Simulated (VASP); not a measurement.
# CuI (Marshite) (F-43m) in VASP: notebook

Runs on CuI (Marshite). Level: r2SCAN. Tasks: relaxation of the atoms.

Everything below comes from runs of VASP 6.6.1. Logs are shortened: lines on timing, memory, paths and dates and some standing lists are left out, and cuts for length are marked.

## (1) The crystal as given

It takes space group F-43m (No. 216, cubic). The conventional cell has a = 6.022 Å, b = 6.022 Å, c = 6.022 Å, α = 90.00°, β = 90.00°, γ = 90.00°. Around Cu (site symmetry -43m) lie 4 I at 2.61 Å. Around I (site symmetry -43m) lie 4 Cu at 2.61 Å.

## (2) Relaxation of the atoms, r2SCAN (a relaxed cell with its volume scaled by 0.96)

The input, INCAR:

```
SYSTEM = CuI
PREC = Accurate
ENCUT = 600
EDIFF = 1E-7
ISMEAR = 0
SIGMA = 0.03
LREAL = .FALSE.
LASPH = .TRUE.
NELM = 80
ALGO = Normal
ISIF = 2
LWAVE = .FALSE.
LCHARG = .FALSE.
METAGGA = R2SCAN
LMIXTAU = .TRUE.
IBRION = 2
NSW = 40
EDIFFG = -0.01
```

The input, KPOINTS:

```
Automatic mesh
0
G
  8 8 8
  0 0 0
```

The input, POSCAR:

```
CuI                                     
1.0
    0.0000000000      2.9702537841      2.9702537841
    2.9702537841      0.0000000000      2.9702537841
    2.9702537841      2.9702537841      0.0000000000
  Cu              I             
     1     1
Direct
     0.2500000000000000    0.2500000000000000    0.2500000000000000
     0.0000000000000000    0.0000000000000000    0.0000000000000000
```

Potentials or basis: VASP PAW PBE potentials, release 64 (Cu, I).

On the command line:

```
> cat potpaw_PBE.64/Cu/POTCAR potpaw_PBE.64/I/POTCAR > POTCAR
> mpirun -np 1 vasp_std > vasp.out
```

OUTCAR:

```text
SYSTEM = CuI
   PREC = Accurate
   ENCUT = 600
   EDIFF = 1E-7
   ISMEAR = 0
   LREAL = .FALSE.
   LASPH = .TRUE.
   NELM = 80
   ISIF = 2
   METAGGA = R2SCAN
   IBRION = 2
   NSW = 40
   EDIFFG = -0.01

 ion  position               nearest neighbor table
   1  0.250  0.250  0.250-   2 2.57   2 2.57   2 2.57   2 2.57
   2  0.000  0.000  0.000-   1 2.57   1 2.57   1 2.57   1 2.57

  LATTYP: Found a face centered cubic cell.
 ALAT       =     5.9405075682

  Lattice vectors:

 A1 = (   0.0000000000,   2.9702537841,   2.9702537841)
 A2 = (   2.9702537841,   0.0000000000,   2.9702537841)
 A3 = (   2.9702537841,   2.9702537841,   0.0000000000)

Analysis of symmetry for initial positions (statically):
=====================================================================
 Subroutine PRICEL returns:
 Original cell was already a primitive cell.

 Routine SETGRP: Setting up the symmetry group for a
 face centered cubic supercell.

 Subroutine GETGRP returns: Found 24 space group operations
 (whereof 24 operations were pure point group operations)
 out of a pool of 48 trial point group operations.

The static configuration has the point symmetry T_d .

Analysis of symmetry for dynamics (positions and initial velocities):
=====================================================================
 Subroutine PRICEL returns:
 Original cell was already a primitive cell.

 Routine SETGRP: Setting up the symmetry group for a
 face centered cubic supercell.

 Subroutine GETGRP returns: Found 24 space group operations
 (whereof 24 operations were pure point group operations)
 out of a pool of 48 trial point group operations.

The dynamic configuration has the point symmetry T_d .

 Subroutine INISYM returns: Found 24 space group operations
 (whereof 24 operations are pure point group operations),
 and found     1 'primitive' translations

----------------------------------------------------------------------------------------

                                     Primitive cell

  volume of cell :      52.4096

  direct lattice vectors                    reciprocal lattice vectors
     0.000000000  2.970253784  2.970253784    -0.168335784  0.168335784  0.168335784
     2.970253784  0.000000000  2.970253784     0.168335784 -0.168335784  0.168335784
     2.970253784  2.970253784  0.000000000     0.168335784  0.168335784 -0.168335784

  length of vectors
     4.200573185  4.200573185  4.200573185     0.291566131  0.291566131  0.291566131

  position of ions in fractional coordinates (direct lattice)
     0.250000000  0.250000000  0.250000000
     0.000000000  0.000000000  0.000000000

  ion indices of the primitive-cell ions
   primitive index   ion index
                 1           1
                 2           2

----------------------------------------------------------------------------------------

 KPOINTS: Automatic mesh

Automatic generation of k-mesh.
 Grid dimensions read from file:
 generate k-points for:    8    8    8

 Generating k-lattice:

  Cartesian coordinates                     Fractional coordinates (reciprocal lattice)
    -0.021041973  0.021041973  0.021041973     0.125000000  0.000000000  0.000000000
     0.021041973 -0.021041973  0.021041973     0.000000000  0.125000000  0.000000000
     0.021041973  0.021041973 -0.021041973     0.000000000  0.000000000  0.125000000

  Length of vectors
     0.036445766  0.036445766  0.036445766

  Shift w.r.t. Gamma in fractional coordinates (k-lattice)
     0.000000000  0.000000000  0.000000000

 Subroutine IBZKPT returns following result:
 ===========================================

 Found     29 irreducible k-points:

 Following reciprocal coordinates:
            Coordinates               Weight
  0.000000  0.000000  0.000000      1.000000
  0.125000  0.000000  0.000000      8.000000
  0.250000  0.000000  0.000000      8.000000
  0.375000  0.000000  0.000000      8.000000
  0.500000  0.000000  0.000000      4.000000
  0.125000  0.125000  0.000000      6.000000
[... 16 lines left out ...]
  0.500000  0.250000  0.125000     48.000000
 -0.375000  0.250000  0.125000     24.000000
 [... further k-points ...]
   k-points           NKPTS =     29   k-points in BZ     NKDIM =     29   number of bands    NBANDS=     13
   number of dos      NEDOS =    301   number of ions     NIONS =      2
   total plane-waves  NPLWV =  46656
   dimension x,y,z NGX =    36 NGY =   36 NGZ =   36
   dimension x,y,z NGXF=    72 NGYF=   72 NGZF=   72
   ions per type =               1   1
   NGX,Y,Z   is equivalent  to a cutoff of  14.25, 14.25, 14.25 a.u.
   NGXF,Y,Z  is equivalent  to a cutoff of  28.50, 28.50, 28.50 a.u.
 SYSTEM =  CuI
   PREC   = accura    normal or accurate (medium, high low for compatibility)
   ISTART =      0    job   : 0-new  1-cont  2-samecut
   ICHARG =      2    charge: 1-file 2-atom 10-const
   ISPIN  =      1    spin polarized calculation?
   LNONCOLLINEAR =      F non collinear calculations
   LSORBIT =      F    spin-orbit coupling
   LASPH  =      T    aspherical Exc in radial PAW
   ENCUT  =  600.0 eV  44.10 Ry    6.64 a.u.   8.39  8.39  8.39*2*pi/ulx,y,z
   NELM   =     80;   NELMIN=  2; NELMDL= -5     # of ELM steps
   EDIFF  = 0.1E-06   stopping-criterion for ELM
   LREAL  =      F    real-space projection
   EDIFFG = -.1E-01   stopping-criterion for IOM
   NSW    =     40    number of steps for IOM
   IBRION =      2    ionic relax: 0-MD 1-quasi-New 2-CG
   NFREE  =      1    steps in history (QN), initial steepest desc. (CG)
   ISIF   =      2    stress and relaxation
   ISYM   =      2    0-nonsym 1-usesym 2-fastsym
   POTIM  = 0.5000    time-step for ionic-motion
   TEBEG  =    0.0;   TEEND  =   0.0 temperature during run
   PSTRESS=    0.0 pullay stress
   NELECT =      18.0000    total number of electrons
   NUPDOWN=      -1.0000    fix difference up-down
   EMIN   =  10.00;   EMAX   =-10.00  energy-range for DOS
   EFERMI =   0.00;   METHOD = LEGACY
   ISMEAR =     0;   SIGMA  =   0.03  broadening in eV -4-tet -1-fermi 0-gaus
   EFERMI_NEDOS =   21; number of points for ismear=-14 and -15
   IALGO  =     38    algorithm
   IMIX   =      4    mixing-type and parameters
     AMIX     =   0.40;   BMIX     =  1.00
     AMIX_MAG =   1.60;   BMIX_MAG =  1.00
  volume/ion in A,a.u.               =      26.20       176.84
  Fermi-wavevector in a.u.,A,eV,Ry     =   1.146468  2.166511 17.883361  1.314390
  Thomas-Fermi vector in A             =   2.283153
   LORBIT       =      0    0 simple, 1 ext, 2 COOP (PROOUT), +10 PAW based schemes
   METAGGA = R2SCAN    functional components
   LHFCALC =     F    Hartree Fock is set to
   AEXX    =    0.0000 exact exchange contribution
   IVDW    =     0    specifies the selected vdW correction
   LEPSILON=     F    determine dielectric tensor
   LRPA    =     F    only Hartree local field effects (RPA)
 conjugate gradient relaxation of ions
 non-spin polarized calculation
 Gauss-broadening in eV      SIGMA  =   0.03
  energy-cutoff  :      600.00
  volume of cell :       52.41
 maximum number of plane-waves:      1807
 NGX is ok and might be reduce to    36
   NGX = 17   NGY = 17   NGZ = 17

 number of electron      17.9999992 magnetization

 Free energy of the ion-electron system (eV)
  ---------------------------------------------------
  ext. energy  EPLUGINS =         0.00000000
  ---------------------------------------------------
  free energy    TOTEN  =       -35.78340560 eV

  energy without entropy =      -35.78340560  energy(sigma->0) =      -35.78340560

 E-fermi :   5.1364     XC(G=0):  -9.7548

 val. band max:        4.9448430555   @ k =   0.0000   0.0000   0.0000
 cond. band min:       6.7472293459   @ k =   0.0000   0.0000   0.0000
 fundamental gap:      1.8023862904
 Fermi energy:         5.1364063140

 k-point     1 :       0.0000    0.0000    0.0000
  band No.  band energies     occupation
      1      -9.9277      2.00000
      2       0.8519      2.00000
      3       0.8519      2.00000
      4       0.8519      2.00000
      5       2.8389      2.00000
      6       2.8389      2.00000
      7       4.9448      2.00000
      8       4.9448      2.00000
      9       4.9448      2.00000
     10       6.7472      0.00000
     11      10.1113      0.00000
     12      10.1113      0.00000
     13      10.1113      0.00000

 k-point     2 :       0.1250    0.0000    0.0000
  band No.  band energies     occupation
      1      -9.8402      2.00000
      2       0.5506      2.00000
      3       0.8595      2.00000
      4       0.8595      2.00000
      5       2.8317      2.00000
      6       2.8317      2.00000
      7       4.2912      2.00000
      8       4.8103      2.00000
      9       4.8103      2.00000
     10       7.4112      0.00000
     11      10.0602      0.00000
     12      10.3548      0.00000
     13      10.3548      0.00000

 k-point     3 :       0.2500    0.0000    0.0000
  band No.  band energies     occupation
      1      -9.6141      2.00000
      2      -0.1923      2.00000
      3       0.8744      2.00000
      4       0.8744      2.00000
      5       2.8277      2.00000
      6       2.8278      2.00000
      7       3.5125      2.00000
      8       4.5158      2.00000
      9       4.5159      2.00000
     10       7.7543      0.00000
     11      10.7110      0.00000
     12      10.7110      0.00000
     13      10.9531      0.00000
[... 305 lines left out ...]
 k-point    23 :       0.5000    0.2500    0.1250
  band No.  band energies     occupation
      1      -9.2273      2.00000
      2      -0.7803      2.00000
      3       0.3768      2.00000
      4       0.8474      2.00000
      5       2.7823      2.00000
      6       2.8526      2.00000
      7       3.0696      2.00000
      8       3.4783      2.00000
      9       3.9421      2.00000
     10       8.9822      0.00000
     11       9.9194      0.00000
     12      10.9137      0.00000
     13      12.4782      0.00000

 k-point    24 :      -0.3750    0.2500    0.1250
  band No.  band energies     occupation
      1      -9.1342      2.00000
      2      -0.9479      2.00000
      3       0.2724      2.00000
      4       0.8337      2.00000
      5       2.7562      2.00000
      6       2.8487      2.00000
      7       2.9753      2.00000
      8       3.4647      2.00000
      9       3.7885      2.00000
     10       8.9611      0.00000
     11       9.8131      0.00000
     12      11.6485      0.00000
     13      12.9025      0.00000

 [... further k-points ...]
[... 5 lines left out ...]
  --------------------------------------------------------------------------------------
  -------------------------------------------------------------------------------------
  Total        0.6455594      0.6455594      0.6455594     -0.0000000     -0.0000000     -0.0000000
  in kB       19.7349528     19.7349528     19.7349528     -0.0000000     -0.0000000     -0.0000000
  external PRESSURE =      19.7349528 kB  Pullay stress =       0.0000000 kB

 VOLUME and BASIS-vectors are now :
 -----------------------------------------------------------------------------
  energy-cutoff  :      600.00
  volume of cell :       52.41
      direct lattice vectors                 reciprocal lattice vectors
     0.000000000  2.970253784  2.970253784    -0.168335784  0.168335784  0.168335784
     2.970253784  0.000000000  2.970253784     0.168335784 -0.168335784  0.168335784
     2.970253784  2.970253784  0.000000000     0.168335784  0.168335784 -0.168335784

 POSITION                                       TOTAL-FORCE (eV/Angst)
 -----------------------------------------------------------------------------------
      1.48513      1.48513      1.48513         0.000000     -0.000000     -0.000000
      0.00000      0.00000      0.00000        -0.000000      0.000000      0.000000
 -----------------------------------------------------------------------------------
    total drift:                               -0.000006     -0.000006     -0.000006

  FREE ENERGIE OF THE ION-ELECTRON SYSTEM (eV)
  ---------------------------------------------------
  free  energy   TOTEN  =       -35.7834055963 eV

  energy  without entropy=      -35.7834055963  energy(sigma->0) =      -35.78340560

 reached required accuracy - stopping structural energy minimisation
```

It took 1.9 min on 1 thread of Intel Xeon Platinum 8488C (Sapphire Rapids), shared host; peak memory 0.22 GiB.

What came out:

| Quantity | Value |
| --- | --- |
| Free energy | -35.7834 eV |
| Pressure after relaxing | 2.0 GPa |
| Band gap on the k mesh | 1.80 eV, direct |

Final structure:
```
Cu I
1.0
     0.00000    2.97025    2.97025
     2.97025    0.00000    2.97025
     2.97025    2.97025    0.00000
Cu I
1 1
Direct
  0.25000 0.25000 0.25000
  0.00000 0.00000 0.00000
```

Levels at points of the mesh, in eV from the valence-band top:
| k point | band 5 | band 6 | band 7 | band 8 | band 9 | band 10 | band 11 | band 12 | band 13 |
| --- | --- | --- | --- | --- | --- | --- | --- | --- | --- |
| (0.00, 0.00, 0.00) | -2.11 | -2.11 | 0.00 | 0.00 | 0.00 | 1.80 | 5.17 | 5.17 | 5.17 |
| (0.50, 0.00, 0.00) | -2.08 | -2.08 | -2.03 | -0.82 | -0.82 | 2.60 | 5.70 | 5.70 | 7.82 |
| (0.50, 0.50, 0.00) | -2.15 | -2.02 | -2.01 | -1.73 | -1.73 | 2.82 | 3.14 | 10.27 | 10.74 |

Caveat: the relaxation stopped at its first step, so nothing moved; the PAW data sets were made with another functional, which shifts forces and pressure a little; spin-orbit coupling is left out, which moves the levels of the heavy elements.

[end of part 1 of 2]
